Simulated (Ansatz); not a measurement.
Input for Ansatz (plane-wave DFT, PAW):

```yaml
crystal:
  lattice:
    - [3.4562977204, 0.0, 0.0]
    - [0.0, 3.4562977204, 0.0]
    - [0.0, 0.0, 3.4562977204]
  atoms:
    - { symbol: Al, position: [0.0, 0.0, 0.0] }
    - { symbol: Ni, position: [0.0, 0.5, 0.5], spin: 0.3 }
    - { symbol: Ni, position: [0.5, 0.0, 0.5], spin: 0.3 }
    - { symbol: Ni, position: [0.5, 0.5, 0.0], spin: 0.3 }
basis:
  ecutwfc: 420
kpoints:
  mp_grid: { grid: [12, 12, 12] }
hamiltonian:
  xc: pbe
scf:
  occupations: { method: gaussian, width: 0.1 }
output:
  forces: true
  stress: true
  eigenvalues: true
  populations: true
magnetization:
  spin_polarized: true
```

Run as
```bash
ansatz run input.yaml --threads 1 --pin off --max-ram 2560MiB --backend cpu --events-out ev --progress --plain --runs-dir out
```

Method: DFT PBE, scalar-relativistic, plane waves, PAW in Ansatz.

From the run's log, abridged:

```
Pseudopotentials: kind: paw
Pseudopotential: Al, paw, valence charge 3, recommended cutoff 420 eV (normal)
Pseudopotential: Ni, paw, valence charge 18, recommended cutoff 420 eV (normal)
Functional definition: PBE
Crystal: 4 atoms, lattice volume = 41.289 Å³
Basis set: ecut = 420 eV, 799 PW (Γ), exchange–correlation on 48×48×48 points (8 copies of the dense FFT grid, shifted against one another)
Bands: 35, of which v1, the nominal top of the filled ones, is band 29 counted from 1 (28 counted from 0)
Symmetry: 48 space group operations
Space group: Pm-3m (ITA 221), of the structure as read, at distance tolerance 3.5e-5 Å
Magnetic group: BNS 221.92 (UNI 1594), of the structure as read, at distance tolerance 3.5e-5 Å
k-points: 84 of 1728
Initial density: superposition of atomic densities (chi_scale 0.1, normalization cell)
Starting moments: Σ|m| = 0.9 μB on 3 of 4 sites
Initial wavefunctions: pseudopotential atomic-orbital guess
Functional: x = pbe(κ = 0.804, μ = 0.21951497), c = pbe(β = 0.06672455)
SCF iter   1: F=—  HF=-18055.202746 eV  |F-HF|=—  |Δ(HF+E_count)|=         —  Δρ=6.59e-2 (↑6.59e-2 ↓4.77e-2) dr2=2.85e0  dr2_m=7.08e-2  M=0.459 μB ∫|m|=0.561 μB  β_m=0.30  ethr=3.10e-3  ⟨swp⟩=5.3  Hψ=19642  notcnv=0
Mixer restart at iter 1: flushing history
spin=Collinear: Kerker preconditioning applied to the charge; magnetization (m = ρ↑ − ρ↓) channel mixes plain (no charge-response kernel on spin).
SCF iter   2: F=—  HF=-18054.434728 eV  |F-HF|=—  |Δ(HF+E_count)|=   7.68e-1  Δρ=2.16e-2 (↑2.16e-2 ↓2.08e-2) dr2=3.27e-1  dr2_m=1.98e-2  M=0.743 μB ∫|m|=0.850 μB  β_m=0.29  ethr=3.10e-3  ⟨swp⟩=2.2  Hψ=10157  notcnv=0  defer=219
SCF iter   3: F=—  HF=-18055.580421 eV  |F-HF|=—  |Δ(HF+E_count)|=    1.15e0  Δρ=2.04e-2 (↑2.04e-2 ↓1.63e-2) dr2=3.31e-1  dr2_m=1.99e-2  M=0.771 μB ∫|m|=0.894 μB  β_m=0.56  ethr=5.74e-4  ⟨swp⟩=2.9  Hψ=10200  notcnv=0  defer=219
SCF iter   4: F=—  HF=-18057.700766 eV  |F-HF|=—  |Δ(HF+E_count)|=    2.12e0  Δρ=2.38e-2 (↑2.38e-2 ↓2.35e-2) dr2=7.50e-1  dr2_m=1.16e-3  M=0.730 μB ∫|m|=0.876 μB  β_m=0.80  ethr=5.74e-4  ⟨swp⟩=2.2  Hψ=9167  notcnv=0  defer=219
SCF iter   5: F=—  HF=-18058.156916 eV  |F-HF|=—  |Δ(HF+E_count)|=   4.56e-1  Δρ=8.67e-3 (↑8.67e-3 ↓4.16e-3) dr2=9.48e-2  dr2_m=3.34e-3  M=0.650 μB ∫|m|=0.800 μB  β_m=0.81  ethr=5.74e-4  ⟨swp⟩=2.9  Hψ=10733  notcnv=0  defer=222
SCF iter   6: F=—  HF=-18058.148959 eV  |F-HF|=—  |Δ(HF+E_count)|=   7.96e-3  Δρ=7.85e-3 (↑2.03e-3 ↓7.85e-3) dr2=1.72e-2  dr2_m=4.70e-3  M=0.646 μB ∫|m|=0.796 μB  β_m=0.91  ethr=1.66e-4  ⟨swp⟩=2.0  Hψ=9599  notcnv=0  defer=230
SCF iter   7: F=—  HF=-18058.150799 eV  |F-HF|=—  |Δ(HF+E_count)|=   1.84e-3  Δρ=2.73e-3 (↑1.91e-3 ↓2.73e-3) dr2=5.05e-3  dr2_m=7.58e-5  M=0.676 μB ∫|m|=0.839 μB  β_m=0.89  ethr=3.01e-5  ⟨swp⟩=1.8  Hψ=8359  notcnv=0  defer=225
SCF iter   8: F=—  HF=-18058.150859 eV  |F-HF|=—  |Δ(HF+E_count)|=   6.03e-5  Δρ=1.13e-3 (↑1.13e-3 ↓6.64e-4) dr2=8.67e-4  dr2_m=2.50e-5  M=0.682 μB ∫|m|=0.849 μB  β_m=0.94  ethr=8.86e-6  ⟨swp⟩=2.0  Hψ=7485  notcnv=0  defer=225
SCF iter   9: F=—  HF=-18058.150927 eV  |F-HF|=—  |Δ(HF+E_count)|=   6.72e-5  Δρ=3.72e-4 (↑3.72e-4 ↓1.14e-4) dr2=2.33e-5  dr2_m=2.13e-5  M=0.682 μB ∫|m|=0.850 μB  β_m=0.97  ethr=1.52e-6  ⟨swp⟩=2.0  Hψ=7806  notcnv=0  defer=226
SCF iter  10: F=—  HF=-18058.150947 eV  |F-HF|=—  |Δ(HF+E_count)|=   2.03e-5  Δρ=1.22e-4 (↑5.78e-5 ↓1.22e-4) dr2=9.25e-6  dr2_m=4.01e-7  M=0.680 μB ∫|m|=0.848 μB  β_m=0.99  ethr=4.09e-8  ⟨swp⟩=2.1  Hψ=9350  notcnv=0  defer=226
SCF iter  11: F=—  HF=-18058.150947 eV  |F-HF|=—  |Δ(HF+E_count)|=   3.29e-7  Δρ=1.44e-5 (↑6.04e-6 ↓1.44e-5) dr2=1.10e-7  dr2_m=7.04e-9  M=0.680 μB ∫|m|=0.847 μB  β_m=0.98  ethr=1.62e-8  ⟨swp⟩=2.1  Hψ=8040  notcnv=0  defer=226
SCF iter  12: F=—  HF=-18058.150947 eV  |F-HF|=—  |Δ(HF+E_count)|=   1.60e-8  Δρ=1.15e-6 (↑1.15e-6 ↓3.86e-7) dr2=5.89e-10  dr2_m=1.21e-10  M=0.680 μB ∫|m|=0.847 μB  β_m=0.99  ethr=1.93e-10  ⟨swp⟩=2.0  Hψ=9700  notcnv=0  defer=226
SCF iter  13: F=-18058.150947 eV  HF=-18058.150947 eV  |F-HF|=1.46e-11  |Δ(HF+E_count)|=  3.57e-10  Δρ=2.22e-7 (↑2.22e-7 ↓1.65e-7) dr2=3.26e-11  dr2_m=7.93e-13  M=0.680 μB ∫|m|=0.847 μB  ethr=1.03e-12  ⟨swp⟩=6.4  Hψ=19889  notcnv=0
SCF 1 converged in 13 iterations: F = -18058.150947 eV  dr2 = 3.26e-11
SCF converged after 13 iterations
Magnetization: 0.6801 μB (28.8401 up, 28.1599 down)
Absolute magnetization: 0.8478 μB (∫|ρ↑−ρ↓|, with the PAW one-centre terms)
Spin contamination: 0.0085 ħ² per cell (⟨S²⟩ above its minimum at these occupations)
Per-site moments (μB) at R_I (Å): [(-0.01493970, 1.00813826), (0.25150861, 1.00813826), (0.25150861, 1.00813826), (0.25150861, 1.00813826)]
Free energy (F): -18058.150947 eV
Harris-Foulkes:  -18058.150947 eV  (|F-HF|=1.46e-11)
Internal energy: -18058.135434 eV  (E = F + TS)
E sigma→0 (E₀):  -18058.143190 eV
Entropy (-TS):   -0.015513 eV (-3.878 meV/atom)
Fermi energy:    17.682341 eV
--- Per-component energies (eV) ---
  E_band       = -840.460623
  E_kinetic    = 884.245464
  E_local      = -11606.125928  (includes V_loc(G=0)·N_el)
  E_nonlocal   = 1915.618986
  E_hartree    = 4955.399097
  E_xc         = -300.062642
  E_vxc        = -364.914747  (∫ρ·V_xc dr)
  E_paw        = -5357.017983  (= ΣΔE_a)
  E_vpaw       = -1580.084705  (= ΣTr[D̂ρ^β])
  E_aug_tail   = 0.001444  (compensation charges beyond the density's cutoff)
  E_ewald      = -8550.193870
  E_smearing   = -0.015513  (= −TS)
--- Forces (eV/Å), atoms counted from 1 ---
  atom   1  Al     0.00000000     0.00000000     0.00000000
  atom   2  Ni     0.00000000     0.00000000     0.00000000
  atom   3  Ni     0.00000000     0.00000000     0.00000000
  atom   4  Ni     0.00000000     0.00000000     0.00000000
--- Stress (GPa, compression-positive) ---
       21.300243       0.000000       0.000000
        0.000000      21.300243       0.000000
        0.000000       0.000000      21.300243
  P = ⅓ Tr σ = 21.3002 GPa (213.002 kbar)
--- Band table (eV; the first three rows and the last of 168) ---
  k-point 0 ↑: bands = ["-85.6075", "-85.5642", "-85.5642", "-46.0750", "-46.0750", "-46.0750", "-45.9745", "-45.9745", "-45.9745", "-45.8895", "-45.8895", "-45.8895", "7.0431", "12.7952", "13.5424", "13.5424", "13.9429", "13.9429", "13.9429", "16.1410", "16.1410", "16.1410", "17.0761", "17.0761", "17.4308", "17.6460", "17.6460", "17.6460", "18.5146", "18.5146", "18.5146", "24.6934", "24.6934", "25.8083", "30.6234"]
  k-point 1 ↑: bands = ["-85.6068", "-85.5649", "-85.5642", "-46.0732", "-46.0732", "-46.0721", "-45.9750", "-45.9750", "-45.9746", "-45.8926", "-45.8908", "-45.8908", "7.1339", "12.8273", "13.4921", "13.6021", "13.9599", "13.9599", "13.9655", "16.0878", "16.0878", "16.1156", "17.0197", "17.0774", "17.3949", "17.3949", "17.3950", "17.6461", "18.1593", "18.8809", "18.8809", "24.6779", "24.9958", "26.0748", "30.1848"]
  k-point 2 ↑: bands = ["-85.6049", "-85.5668", "-85.5642", "-46.0681", "-46.0681", "-46.0638", "-45.9765", "-45.9765", "-45.9750", "-45.9019", "-45.8944", "-45.8944", "7.4040", "12.8740", "13.3512", "13.7747", "14.0090", "14.0090", "14.0302", "15.9417", "15.9417", "16.0435", "16.8217", "17.0312", "17.0312", "17.0770", "17.2921", "17.4499", "17.6463", "19.5847", "19.5847", "24.6322", "25.3326", "27.1164", "28.9133"]
  k-point 83 ↓: bands = ["-85.2592", "-85.2592", "-85.2592", "-45.7836", "-45.7836", "-45.7836", "-45.7595", "-45.6255", "-45.6255", "-45.6255", "-45.5253", "-45.5253", "11.5872", "13.4529", "13.4529", "13.4529", "15.3607", "15.3607", "15.3607", "15.6316", "15.6316", "15.6316", "16.3655", "16.3655", "16.3655", "16.6779", "16.6779", "17.2597", "17.8085", "17.8085", "17.8085", "21.7559", "22.3084", "22.3084", "22.3084"]
--- Löwdin populations: 4 sites ---
  site symbol q [e]    m [muB]
     0     Al      3.5332    -0.0404
     1     Ni     17.6326     0.2486
     2     Ni     17.6326     0.2486
     3     Ni     17.6326     0.2486
  spilling = 0.009985 (of n_electrons = 57.000000)
```

The run converged.

Time: 25 s on 1 thread of Arm Neoverse V1, with other jobs on the host, peak memory 0.48 GiB.